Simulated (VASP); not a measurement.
# KTaO3 (Pm-3m) in VASP: settings compared

One crystal, KTaO3, is run at these levels: PBEsol, r2SCAN, LDA; tasks: relaxation of cell and atoms.

All numbers are computed with VASP 6.6.1; they aren't measurements. Logs are shortened: lines on timing, memory, paths and dates and some standing lists are left out, and cuts for length are marked.

## (1) The crystal as given

The structure is cubic, space group Pm-3m (No. 221). Conventional cell: a = 3.988 Å, b = 3.988 Å, c = 3.988 Å, α = 90.00°, β = 90.00°, γ = 90.00°. Around K (site symmetry m-3m) lie 12 O at 2.82 Å. Ta (site symmetry m-3m) is surrounded by 6 O at 1.99 Å. Around O (site symmetry 4/mmm) lie 2 Ta at 1.99 Å.

## (2) Relaxation of cell and atoms, PBEsol

INCAR

```
PREC = Accurate
ENCUT = 600
EDIFF = 1E-6
ISMEAR = 0
SIGMA = 0.03
LREAL = False
LASPH = True
NELM = 80
ALGO = Normal
ISIF = 3
LWAVE = False
LCHARG = False
GGA = PS
IBRION = 2
NSW = 90
EDIFFG = -0.01
KPAR = 2
```

KPOINTS

```
Automatic mesh
0
Gamma
  8 8 8
```

POSCAR

```
KTaO3
1.0
    3.9883000000      0.0000000000      0.0000000000
    0.0000000000      3.9883000000      0.0000000000
    0.0000000000      0.0000000000      3.9883000000
K Ta O
1 1 3
Direct
    0.5000000000      0.5000000000      0.5000000000
    0.0000000000      0.0000000000      0.0000000000
    0.5000000000      0.0000000000      0.0000000000
    0.0000000000      0.5000000000      0.0000000000
    0.0000000000      0.0000000000      0.5000000000
```

Potentials or basis: VASP PAW PBE potentials, release 64 (K_sv, Ta_pv, O).

Started as:

```
$ cat potpaw_PBE.64/K_sv/POTCAR potpaw_PBE.64/Ta_pv/POTCAR potpaw_PBE.64/O/POTCAR > POTCAR
$ mpirun -np 2 vasp_std > vasp.out
```

OUTCAR:

```text
PREC = Accurate
   ENCUT = 600
   EDIFF = 1E-6
   ISMEAR = 0
   LREAL = False
   LASPH = True
   NELM = 80
   ISIF = 3
   GGA = PS
   IBRION = 2
   NSW = 90
   EDIFFG = -0.01

 ion  position               nearest neighbor table
   1  0.500  0.500  0.500-   3 2.82   4 2.82   5 2.82   3 2.82   4 2.82   3 2.82   5 2.82   3 2.82
                             4 2.82   5 2.82   4 2.82   5 2.82   2 3.45   2 3.45   2 3.45   2 3.45
   2  0.000  0.000  0.000-   3 1.99   4 1.99   5 1.99   5 1.99   4 1.99   3 1.99   1 3.45   1 3.45
                             1 3.45   1 3.45   1 3.45   1 3.45   1 3.45   1 3.45
   3  0.500  0.000  0.000-   2 1.99   2 1.99   1 2.82   1 2.82   1 2.82   1 2.82
   4  0.000  0.500  0.000-   2 1.99   2 1.99   1 2.82   1 2.82   1 2.82   1 2.82
   5  0.000  0.000  0.500-   2 1.99   2 1.99   1 2.82   1 2.82   1 2.82   1 2.82

  LATTYP: Found a simple cubic cell.
 ALAT       =     3.9883000000

  Lattice vectors:

 A1 = (   3.9883000000,   0.0000000000,   0.0000000000)
 A2 = (   0.0000000000,   3.9883000000,   0.0000000000)
 A3 = (   0.0000000000,   0.0000000000,   3.9883000000)

Analysis of symmetry for initial positions (statically):
=====================================================================
 Subroutine PRICEL returns:
 Original cell was already a primitive cell.

 Routine SETGRP: Setting up the symmetry group for a
 simple cubic supercell.

 Subroutine GETGRP returns: Found 48 space group operations
 (whereof 48 operations were pure point group operations)
 out of a pool of 48 trial point group operations.

The static configuration has the point symmetry O_h .

Analysis of symmetry for dynamics (positions and initial velocities):
=====================================================================
 Subroutine PRICEL returns:
 Original cell was already a primitive cell.

 Routine SETGRP: Setting up the symmetry group for a
 simple cubic supercell.

 Subroutine GETGRP returns: Found 48 space group operations
 (whereof 48 operations were pure point group operations)
 out of a pool of 48 trial point group operations.

The dynamic configuration has the point symmetry O_h .

 Subroutine INISYM returns: Found 48 space group operations
 (whereof 48 operations are pure point group operations),
 and found     1 'primitive' translations

----------------------------------------------------------------------------------------

                                     Primitive cell

  volume of cell :      63.4400

  direct lattice vectors                    reciprocal lattice vectors
     3.988300000  0.000000000  0.000000000     0.250733395  0.000000000  0.000000000
     0.000000000  3.988300000  0.000000000     0.000000000  0.250733395  0.000000000
     0.000000000  0.000000000  3.988300000     0.000000000  0.000000000  0.250733395

  length of vectors
     3.988300000  3.988300000  3.988300000     0.250733395  0.250733395  0.250733395

  position of ions in fractional coordinates (direct lattice)
     0.500000000  0.500000000  0.500000000
     0.000000000  0.000000000  0.000000000
     0.500000000  0.000000000  0.000000000
     0.000000000  0.500000000  0.000000000
     0.000000000  0.000000000  0.500000000

  ion indices of the primitive-cell ions
   primitive index   ion index
                 1           1
                 2           2
                 3           3
                 4           4
                 5           5

----------------------------------------------------------------------------------------

 KPOINTS: Automatic mesh

Automatic generation of k-mesh.
 Grid dimensions read from file:
 generate k-points for:    8    8    8

 Generating k-lattice:

  Cartesian coordinates                     Fractional coordinates (reciprocal lattice)
     0.031341674  0.000000000  0.000000000     0.125000000  0.000000000  0.000000000
     0.000000000  0.031341674  0.000000000     0.000000000  0.125000000  0.000000000
     0.000000000  0.000000000  0.031341674     0.000000000  0.000000000  0.125000000

  Length of vectors
     0.031341674  0.031341674  0.031341674

  Shift w.r.t. Gamma in fractional coordinates (k-lattice)
     0.000000000  0.000000000  0.000000000

 Subroutine IBZKPT returns following result:
 ===========================================

 Found     35 irreducible k-points:

 Following reciprocal coordinates:
            Coordinates               Weight
  0.000000  0.000000  0.000000      1.000000
  0.125000  0.000000  0.000000      6.000000
  0.250000  0.000000  0.000000      6.000000
  0.375000  0.000000  0.000000      6.000000
  0.500000  0.000000  0.000000      3.000000
  0.125000  0.125000  0.000000     12.000000
[... 16 lines left out ...]
  0.375000  0.375000  0.125000     24.000000
  0.500000  0.375000  0.125000     24.000000
 [... further k-points ...]
   k-points           NKPTS =     35   k-points in BZ     NKDIM =     35   number of bands    NBANDS=     23
   number of dos      NEDOS =    301   number of ions     NIONS =      5
   total plane-waves  NPLWV =  32768
   dimension x,y,z NGX =    32 NGY =   32 NGZ =   32
   dimension x,y,z NGXF=    64 NGYF=   64 NGZF=   64
   ions per type =               1   1   3
   NGX,Y,Z   is equivalent  to a cutoff of  13.34, 13.34, 13.34 a.u.
   NGXF,Y,Z  is equivalent  to a cutoff of  26.68, 26.68, 26.68 a.u.
 SYSTEM =  unknown system
   PREC   = accura    normal or accurate (medium, high low for compatibility)
   ISTART =      0    job   : 0-new  1-cont  2-samecut
   ICHARG =      2    charge: 1-file 2-atom 10-const
   ISPIN  =      1    spin polarized calculation?
   LNONCOLLINEAR =      F non collinear calculations
   LSORBIT =      F    spin-orbit coupling
   LASPH  =      T    aspherical Exc in radial PAW
   ENCUT  =  600.0 eV  44.10 Ry    6.64 a.u.   7.97  7.97  7.97*2*pi/ulx,y,z
   NELM   =     80;   NELMIN=  2; NELMDL= -5     # of ELM steps
   EDIFF  = 0.1E-05   stopping-criterion for ELM
   LREAL  =      F    real-space projection
   EDIFFG = -.1E-01   stopping-criterion for IOM
   NSW    =     90    number of steps for IOM
   IBRION =      2    ionic relax: 0-MD 1-quasi-New 2-CG
   NFREE  =      1    steps in history (QN), initial steepest desc. (CG)
   ISIF   =      3    stress and relaxation
   ISYM   =      2    0-nonsym 1-usesym 2-fastsym
   POTIM  = 0.5000    time-step for ionic-motion
   TEBEG  =    0.0;   TEEND  =   0.0 temperature during run
   PSTRESS=    0.0 pullay stress
   NELECT =      38.0000    total number of electrons
   NUPDOWN=      -1.0000    fix difference up-down
   EMIN   =  10.00;   EMAX   =-10.00  energy-range for DOS
   EFERMI =   0.00;   METHOD = LEGACY
   ISMEAR =     0;   SIGMA  =   0.03  broadening in eV -4-tet -1-fermi 0-gaus
   EFERMI_NEDOS =   21; number of points for ismear=-14 and -15
   IALGO  =     38    algorithm
   IMIX   =      4    mixing-type and parameters
     AMIX     =   0.40;   BMIX     =  1.00
     AMIX_MAG =   1.60;   BMIX_MAG =  1.00
  volume/ion in A,a.u.               =      12.69        85.62
  Fermi-wavevector in a.u.,A,eV,Ry     =   1.380008  2.607837 25.911228  1.904422
  Thomas-Fermi vector in A             =   2.504925
   LORBIT       =      0    0 simple, 1 ext, 2 COOP (PROOUT), +10 PAW based schemes
   GGA     = PS    functional components
   LHFCALC =     F    Hartree Fock is set to
   AEXX    =    0.0000 exact exchange contribution
   IVDW    =     0    specifies the selected vdW correction
   LEPSILON=     F    determine dielectric tensor
   LRPA    =     F    only Hartree local field effects (RPA)
 conjugate gradient relaxation of ions
 non-spin polarized calculation
 Gauss-broadening in eV      SIGMA  =   0.03
  energy-cutoff  :      600.00
  volume of cell :       63.44
 maximum number of plane-waves:      2176
 NGX is ok and might be reduce to    32
   NGX = 15   NGY = 15   NGZ = 15

--------------------------------------- Ionic step        1  -------------------------------------------

 number of electron      37.9999990 magnetization

 Free energy of the ion-electron system (eV)
  ---------------------------------------------------
  ext. energy  EPLUGINS =         0.00000000
  ---------------------------------------------------
  free energy    TOTEN  =       -42.92835871 eV

  energy without entropy =      -42.92835871  energy(sigma->0) =      -42.92835871

------------------------ aborting loop because EDIFF is reached ----------------------------------------

  FORCE on cell =-STRESS in cart. coord.  units (eV):
  Direction    XX          YY          ZZ          XY          YZ          ZX
  --------------------------------------------------------------------------------------
  -------------------------------------------------------------------------------------
  Total        0.0524317      0.0524317      0.0524317     -0.0000000     -0.0000000      0.0000000
  in kB        1.3241619      1.3241619      1.3241619     -0.0000000     -0.0000000      0.0000000
  external PRESSURE =       1.3241619 kB  Pullay stress =       0.0000000 kB

 VOLUME and BASIS-vectors are now :
 -----------------------------------------------------------------------------
  energy-cutoff  :      600.00
  volume of cell :       63.44
      direct lattice vectors                 reciprocal lattice vectors
     3.988300000  0.000000000  0.000000000     0.250733395  0.000000000  0.000000000
     0.000000000  3.988300000  0.000000000     0.000000000  0.250733395  0.000000000
     0.000000000  0.000000000  3.988300000     0.000000000  0.000000000  0.250733395
[... 40 lines left out ...]
 POSITION                                       TOTAL-FORCE (eV/Angst)
 -----------------------------------------------------------------------------------
      1.99516      1.99516      1.99516        -0.000000     -0.000000      0.000000
      0.00000      0.00000      0.00000         0.000000      0.000000      0.000000
      1.99516     -0.00000      0.00000         0.000000      0.000000      0.000000
     -0.00000      1.99516     -0.00000         0.000000      0.000000      0.000000
     -0.00000     -0.00000      1.99516         0.000000     -0.000000      0.000000
 -----------------------------------------------------------------------------------
    total drift:                                0.000000      0.000000     -0.000000

  FREE ENERGIE OF THE ION-ELECTRON SYSTEM (eV)
  ---------------------------------------------------
  free  energy   TOTEN  =       -42.9283435001 eV

  energy  without entropy=      -42.9283435001  energy(sigma->0) =      -42.92834350

--------------------------------------- Ionic step        3  -------------------------------------------

 number of electron      37.9999991 magnetization

 Free energy of the ion-electron system (eV)
  ---------------------------------------------------
  ext. energy  EPLUGINS =         0.00000000
  ---------------------------------------------------
  free energy    TOTEN  =       -42.92837421 eV

  energy without entropy =      -42.92837421  energy(sigma->0) =      -42.92837421

 E-fermi :   1.8630     XC(G=0): -11.1360

 val. band max:        1.6569870098   @ k =   0.5000   0.5000   0.5000
 cond. band min:       3.7423754237   @ k =   0.0000   0.0000   0.0000
 fundamental gap:      2.0853884139
 Fermi energy:         1.8630364570

 k-point     1 :       0.0000    0.0000    0.0000
  band No.  band energies     occupation
      1     -32.4080      2.00000
      2     -32.4080      2.00000
      3     -32.4080      2.00000
      4     -25.4600      2.00000
      5     -15.8260      2.00000
      6     -15.0987      2.00000
[... 15 lines left out ...]
     22       3.7424      0.00000
     23       8.0974      0.00000
[... 575 lines left out ...]
      1     -32.4943      2.00000
      2     -32.4806      2.00000
      3     -32.4148      2.00000
      4     -25.4154      2.00000
      5     -15.2180      2.00000
      6     -14.4053      2.00000
[... 15 lines left out ...]
     22       7.7033      0.00000
     23       9.9772      0.00000

 [... further k-points ...]

------------------------ aborting loop because EDIFF is reached ----------------------------------------

  FORCE on cell =-STRESS in cart. coord.  units (eV):
  Direction    XX          YY          ZZ          XY          YZ          ZX
  --------------------------------------------------------------------------------------
  -------------------------------------------------------------------------------------
  Total        0.0036074      0.0036074      0.0036074     -0.0000000     -0.0000000      0.0000000
  in kB        0.0910527      0.0910527      0.0910527     -0.0000000     -0.0000000      0.0000000
  external PRESSURE =       0.0910527 kB  Pullay stress =       0.0000000 kB

 VOLUME and BASIS-vectors are now :
 -----------------------------------------------------------------------------
  energy-cutoff  :      600.00
  volume of cell :       63.48
      direct lattice vectors                 reciprocal lattice vectors
     3.989069079 -0.000000000  0.000000000     0.250685055  0.000000000  0.000000000
    -0.000000000  3.989069079 -0.000000000     0.000000000  0.250685055  0.000000000
    -0.000000000 -0.000000000  3.989069079    -0.000000000  0.000000000  0.250685055

 POSITION                                       TOTAL-FORCE (eV/Angst)
 -----------------------------------------------------------------------------------
      1.99453      1.99453      1.99453        -0.000000     -0.000000      0.000000
      0.00000      0.00000      0.00000         0.000000      0.000000      0.000000
      1.99453     -0.00000      0.00000         0.000000      0.000000      0.000000
     -0.00000      1.99453     -0.00000         0.000000      0.000000      0.000000
     -0.00000     -0.00000      1.99453         0.000000     -0.000000      0.000000
 -----------------------------------------------------------------------------------
    total drift:                                0.000000      0.000000     -0.000000

  FREE ENERGIE OF THE ION-ELECTRON SYSTEM (eV)
  ---------------------------------------------------
  free  energy   TOTEN  =       -42.9283742057 eV

  energy  without entropy=      -42.9283742057  energy(sigma->0) =      -42.92837421

 reached required accuracy - stopping structural energy minimisation
```

Run time: 21 s. Hardware: 2 MPI ranks of Intel Xeon 6975P-C (Granite Rapids), shared host; peak memory 0.21 GiB.

What came out:

* Free energy: -42.9284 eV
* Relaxed volume: 12.70 Å³/atom
* Relaxed cell: a = 3.989 Å, b = 3.989 Å, c = 3.989 Å, α = 90.00°, β = 90.00°, γ = 90.00°
* Space group after relaxing (to 0.05 Å): Pm-3m (No. 221)
* Energy gained by relaxing: 0.0 meV/atom
* Ionic steps: 3
* Pressure after relaxing: 0.0 GPa
* Band gap on the k mesh: 2.09 eV, indirect (least direct gap 2.71 eV)

Final structure:
```xyz
5
Lattice="3.9891 0.0000 0.0000 0.0000 3.9891 0.0000 0.0000 0.0000 3.9891" Properties=species:S:1:pos:R:3 pbc="T T T"
K     1.9945    1.9945    1.9945
Ta    0.0000    0.0000    0.0000
O     1.9945    0.0000    0.0000
O     0.0000    1.9945    0.0000
O     0.0000    0.0000    1.9945
```

Levels at points of the mesh, in eV from the valence-band top:
| k point | band 15 | band 16 | band 17 | band 18 | band 19 | band 20 | band 21 | band 22 | band 23 |
| --- | --- | --- | --- | --- | --- | --- | --- | --- | --- |
| (0.00, 0.00, 0.00) | -1.07 | -1.07 | -0.62 | -0.62 | -0.62 | 2.09 | 2.09 | 2.09 | 6.44 |
| (0.50, 0.00, 0.00) | -2.35 | -2.18 | -1.55 | -0.85 | -0.85 | 2.25 | 4.98 | 4.98 | 6.79 |
| (0.50, 0.50, 0.00) | -2.88 | -1.66 | -1.45 | -1.45 | -0.04 | 5.02 | 5.02 | 6.31 | 7.63 |
| (0.50, 0.50, 0.50) | -3.94 | -3.94 | 0.00 | 0.00 | 0.00 | 6.45 | 6.45 | 6.45 | 8.80 |

Caveat: the PAW data sets were made with another functional, which shifts forces and pressure a little; spin-orbit coupling is left out, which moves the levels of the heavy elements.

[end of part 1 of 2]
